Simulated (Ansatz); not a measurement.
# Cu2ZnSnSe4: the band gap up the ladder of functionals

The task here is to estimate one member of a computed series from the others.

Program: Ansatz 0.2.0. PAW datasets, plane waves. Values at 0 K without nuclear motion; spin polarisation is off, and the phase may be a hypothetical one.

**Starting point**

The cell was relaxed beforehand with r2SCAN.

Space group I-4 (No. 82), tetragonal; a = 5.699 Å, c = 11.384 Å in the conventional setting, 23.11 Å³ an atom. Near Cu stand 4 Se at 2.42 Å; near Cu stand 4 Se at 2.41 Å; near Zn stand 4 Se at 2.46 Å; near Sn stand 4 Se at 2.58 Å; near Se stand 2 Cu at 2.41–2.42 Å and 1 Zn at 2.46 Å and 1 Sn at 2.58 Å.

The structure in full:

Space group I-4 (No. 82). a = 5.699 Å, b = 5.699 Å, c = 11.384 Å, α = 90.00°, β = 90.00°, γ = 90.00°
```
atom  site  symmetry       x       y       z
  Cu    2a      -4..  0.0000  0.0000  0.0000
  Cu    2c      -4..  0.0000  0.5000  0.2500
  Zn    2d      -4..  0.5000  0.0000  0.2500
  Sn    2b      -4..  0.5000  0.5000  0.0000
  Se    8g         1  0.2591  0.7333  0.3701
```

The first run:

Input file input.yaml:

```yaml
crystal:
  lattice:
    - [-2.8497024632, 2.8497024632, 5.6917566764]
    - [2.8497024632, -2.8497024632, 5.6917566764]
    - [2.8497024632, 2.8497024632, -5.6917566764]
  atoms:
    - { symbol: Cu, position: [0.0, 0.0, 0.0] }
    - { symbol: Cu, position: [0.75, 0.25, 0.5] }
    - { symbol: Zn, position: [0.25, 0.75, 0.5] }
    - { symbol: Sn, position: [0.5, 0.5, 0.0] }
    - { symbol: Se, position: [0.1033254132, 0.6291550788, 0.9923444408] }
    - { symbol: Se, position: [0.3708449212, 0.363189362, 0.4741703344] }
    - { symbol: Se, position: [0.636810638, 0.1109809724, 0.0076555592] }
    - { symbol: Se, position: [0.8890190276, 0.8966745868, 0.5258296656] }
kpoints:
  mp_grid: { grid: [6, 6, 6] }
  band_path:
    path:
      - [[0.0, 0.0, 0.0], [-1.827302543702e-18, 1.827302543702e-18, 0.5], [0.25, 0.25, 0.25], [7.794843028134e-18, 0.5, -7.794843028134e-18], [0.0, 0.0, 0.0], [0.5, 0.5, -0.5], [0.3126680805452, 0.6873319194548, -0.3126680805452]]
      - [[-0.3126680805452, 0.3126680805452, 0.3126680805452], [0.0, 0.0, 0.0]]
      - [[-1.827302543702e-18, 1.827302543702e-18, 0.5], [-0.1253361610904, 0.1253361610904, 0.5]]
      - [[0.5, 0.5, -0.1253361610904], [0.5, 0.5, -0.5]]
    npoints: 10
hamiltonian:
  xc: pbe
scf:
  occupations: { method: fermi_dirac, width: 0.02 }
  n_extra_bands: 6
output:
  forces: true
  stress: true
  eigenvalues: true
```

On the command line:

```bash
> ansatz run input.yaml --threads 4 --pin off --max-ram 7372MiB --backend cpu --events-out ev --progress --plain --runs-dir out
```

Steps of the session up to this table: PBE band path; r2SCAN; HSE06 at the same geometry; PBE+SOC; PBE0; Single point with LDA.

One table of the session follows, with a row left open; its other results are not shown here.

```
  level  gap (eV)
    PBE      0.02
 r2SCAN      0.08
  HSE06         ?
PBE+SOC      0.02
   PBE0      1.39
    LDA      0.02
```

Estimate the missing values for HSE06.

The run gave: gap (eV): 0.78. In the column «gap (eV)» it lies between r2SCAN (0.08) and PBE0 (1.39).

Meshes: PBE 6×6×6, r2SCAN 6×6×6, HSE06 4×4×4, PBE+SOC 6×6×6, PBE0 4×4×4, LDA 6×6×6

Limits of these values: Warnings in the runs' records: stress scf threshold loose, stress exchange threshold loose.
